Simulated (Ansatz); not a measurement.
Runs of Ansatz 0.2.0 on GaN. It takes space group P6_3mc (No. 186, hexagonal). Conventional cell: a = 3.180 Å, b = 3.180 Å, c = 5.166 Å, α = 90.00°, β = 90.00°, γ = 120.00°. Ga (site symmetry 3m) has 4 N at 1.94 to 1.95 Å as nearest neighbours. N (site symmetry 3m) has 4 Ga at 1.94 to 1.95 Å as nearest neighbours. 

```tsv
task	level	cell	k mesh	smearing	atoms under strain	points for each segment of the path	gap on the mesh (eV)	pressure (GPa)	relaxed volume (Å³/atom)	largest force (eV/Å)
single point	PBE	as given	10 × 10 × 5	gaussian 0.028 eV	-	-	1.96	7.3	-	0.14
elastic constants	LDA	as given	7 × 7 × 4	fixed	relaxed	-	1.99	-4.5	-	-
band structure	PBEsol	as given	10 × 10 × 5	fermi-dirac 0.05 eV	-	14	1.91	1.0	-	0.13
single point	PBE	as given	10 × 10 × 5	gaussian 0.019 eV	-	-	1.96	7.3	-	0.14
relaxation of cell and atoms	BLYP+D4	relaxed	10 × 10 × 5	fermi-dirac 0.05 eV	-	-	2.02	0.0	(a)	-
relaxation of cell and atoms	revPBE+D4	relaxed	10 × 10 × 5	fermi-dirac 0.05 eV	-	-	(b)	0.0	11.23	-
single point	PBE	as given	10 × 10 × 5	gaussian 0.02 eV	-	-	1.96	7.3	-	0.14
relaxation of cell and atoms	PBEsol	relaxed	10 × 10 × 5	fermi-dirac 0.05 eV	-	-	1.88	0.0	(c)	-
```

Alike in all rows: potentials or basis Ansatz PAW; no spin polarisation; cutoff (eV) 420.

Problem. Estimate the missing entries.

Solution. (a) 11.38; (b) 2.04; (c) 11.37.

Caveats: odd divisions of the mesh miss points on the zone boundary, where band edges often lie, so the gap on the mesh can be too wide (some runs); the PAW data sets come from PBE, with cores solved anew for the run's functional, which leaves a small shift of forces and pressure (some runs); the plane-wave basis is chosen anew once the cell has moved, so the energies of steps on either side of that aren't comparable (some runs); the cell is more than 3 GPa from zero pressure, which shifts response properties (some runs).

A k mesh can miss the band edges, and the runs leave out spin-orbit coupling on Ga.
